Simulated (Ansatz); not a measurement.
Crystal: Al2Au.

```
Au Al
1.0
     0.00000    3.00000    3.00000
     3.00000    0.00000    3.00000
     3.00000    3.00000    0.00000
Au Al
1 2
Direct
  0.00000 0.00000 0.00000
  0.75000 0.75000 0.75000
  0.25000 0.25000 0.25000
```

```yaml
Program: Ansatz 0.2.0
Task: relaxation of cell and atoms
Functional: RPBE
Potentials_or_basis: Ansatz PAW
Cutoff: "420 eV (not typed: the program's choice for these potentials)"
k_mesh: 8 × 8 × 8
Occupations: fermi-dirac, width 0.05 eV
Spin: no spin polarisation
```

At the start: volume 18.00 Å³/atom.

How do energy, volume and symmetry change on relaxing?

It ends after 5 steps and the volume is 18.90 Å³/atom (+5.0 %); space group Fm-3m (No. 225, to 0.05 Å).

The path:
```csv
step,energy change (eV),largest force (eV/Å),volume (Å³)
1,0.0000,0.0000,54.00
2,-0.0394,0.0000,57.44
3,-0.0425,0.0000,56.77
4,-0.0425,0.0000,56.70
5,-0.0436,0.0000,56.70
```

Final structure:
```
CELL_PARAMETERS angstrom
0.00000 3.04917 3.04917
3.04917 0.00000 3.04917
3.04917 3.04917 0.00000
ATOMIC_POSITIONS crystal
Au 0.00000 0.00000 0.00000
Al 0.75000 0.75000 0.75000
Al 0.25000 0.25000 0.25000
```

Caveat: the plane-wave basis is chosen anew once the cell has moved, so the energies of steps on either side of that aren't comparable; the PAW data sets come from PBE, with cores solved anew for the run's functional, which leaves a small shift of forces and pressure.
